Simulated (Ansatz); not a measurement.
## Is this B structure a true minimum?

The cell was found from a structure generator's guess, not taken from experiment.

Method: DFT PBE, scalar-relativistic, plane waves, PAW (Ansatz 0.2.0). Plane waves to 420 eV, a k mesh through Γ of 18×18×18 on the computed 3-atom cell and Gaussian smearing (0.10 eV); no spin polarisation.

The cell below (3 atoms, space group Pm-3m (No. 221)) is relaxed within its symmetry.

```cif
data_structure
_symmetry_space_group_name_H-M 'P 1'
_symmetry_Int_Tables_number 1
_cell_length_a 2.6962
_cell_length_b 2.6962
_cell_length_c 2.6962
_cell_angle_alpha 90.000
_cell_angle_beta 90.000
_cell_angle_gamma 90.000
_cell_volume 19.60
loop_
_atom_site_label
_atom_site_type_symbol
_atom_site_fract_x
_atom_site_fract_y
_atom_site_fract_z
_atom_site_occupancy
B1 B 0.50000 0.00000 0.00000 1
B2 B 0.00000 0.50000 0.00000 1
B3 B 0.00000 0.00000 0.50000 1
```

For the test a repeat of it with 6 atoms (edges 2.70, 2.70, 5.39 Å) was strained at random (σ = 1.5 % a component), the atoms were moved at random (σ = 0.15 Å), and all was relaxed again on a coarse 8×8×4 mesh (in the run’s order of axes) with 0.20 eV smearing, with no symmetry imposed.

Task: What happens?

Result: It doesn't return. The energy falls by 463 meV/atom on that mesh, the volume changes by 8.2 %, and the end has space group C2/m (No. 12) at a loose tolerance. Relaxed again on a 16×16×8 mesh with 0.10 eV smearing, the new structure lies 464 meV/atom below the first (mesh in the axes of the run's cell; the cell below is made exact in the group named). Space group C2/m (No. 12), monoclinic, a = 5.159 Å, b = 2.892 Å, c = 5.944 Å, β = 106.9°. Around B on its first site lie 5 B at 1.66–1.80 Å; B on its second site has 1 B at 1.66 Å and 6 B at 1.85–1.94 Å; B on its third site has 1 B at 1.66 Å and 5 B at 1.77–1.94 Å.

```
B
1.0
     2.57930   -1.44615    0.00000
     2.57930    1.44615    0.00000
    -1.72565    0.00000    5.68801
B
6
Direct
  0.84020 0.84020 0.00395
  0.19167 0.19167 0.56991
  0.90515 0.90515 0.72163
  0.09485 0.09485 0.27837
  0.80833 0.80833 0.43009
  0.15980 0.15980 0.99605
```
